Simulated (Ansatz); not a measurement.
Crystal: HfN.

```xyz
2
Lattice="0.0000 2.4548 2.4548 2.4548 0.0000 2.4548 2.4548 2.4548 0.0000" Properties=species:S:1:pos:R:3 pbc="T T T"
Hf    0.0000    0.0000    0.0000
N     1.2274    1.2274    1.2274
```

The cell comes from a database or a generator and needn't be the stable form of this composition.

```yaml
Program: Ansatz 0.2.0
Task: single point
Functional: PBEsol
Potentials_or_basis: all-electron LAPW, scalar-relativistic
Cutoff: 392 eV (chosen from the basis error)
Basis_error_allowed: 0.001 eV/atom
k_mesh: 9 × 9 × 9
Occupations: fermi-dirac, width 0.05 eV
Spin: no spin polarisation
```

On this cell: pressure -5.0 GPa; largest force zero by symmetry; band gap on the k mesh none (metal or under the smearing width).

The same run follows on a disturbed copy (atoms moved at random, drawn with an rms of 0.05 Å):

```
CELL_PARAMETERS angstrom
0.00000 2.45482 2.45482
2.45482 0.00000 2.45482
2.45482 2.45482 0.00000
ATOMIC_POSITIONS crystal
Hf 0.99847 0.99706 0.99660
N 0.26378 0.24281 0.23936
```

Q: What changes?

A: The energy (extrapolated to zero smearing) moves by +5.9 meV/atom; pressure -4.8 GPa; largest force 0.553 eV/Å; band gap on the k mesh none (metal or under the smearing width).

Forces in eV/Å, atoms in the order of the input:
```
Hf  -0.350  0.262  0.338
N    0.350 -0.262 -0.338
```

Stress tensor (GPa, compression positive):
```
-4.80 -1.53 -1.18
-1.53 -4.79  1.59
-1.18  1.59 -4.80
```
